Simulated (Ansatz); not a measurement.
BiTe (R-3m): electronic heat capacity and spin susceptibility from the density of states

Method: DFT PBEsol, scalar-relativistic, plane waves, PAW (Ansatz).

Plane waves to 420 eV, a k mesh through Γ of 12×12×12 on the computed 2-atom cell and Gaussian smearing (0.10 eV); no spin polarisation.

Relaxed cell: R-3m, a = 4.798 Å, b = 4.798 Å, c = 9.585 Å, α = 90.00°, β = 90.00°, γ = 120.00°, 2 atoms in the primitive cell. Whether it is the stable form of this composition wasn't checked.

The density of states at the Fermi level is 1.201 states/eV in the cell of 2 atoms (1 formula unit; both spins, tetrahedra on a 18×18×18 mesh).

Question: What Sommerfeld coefficient and Pauli susceptibility does this give?

Answer: Per formula unit N(E_F) = 1.201 states/eV. γ = (π²/3) k_B² N(E_F) N_A = 2.357 mJ/(mol K²) per state/eV, so γ = 2.8 mJ/(mol K²), a mole of formula units. χ_P = μ_B² N(E_F) N_A = 3.23×10⁻⁵ emu/mol per state/eV gives 3.9×10⁻⁵ emu/mol. This is the bare band result: a measured γ of the same phase is as a rule larger by a factor 1 + λ from phonons and spin fluctuations, the spin part of χ is larger by the Stoner factor, and a measured χ also holds orbital and core terms. N(E_F) at one energy is sensitive to the mesh where the density of states has sharp peaks.

Spin-orbit coupling is left out, which matters for the bands of heavy elements.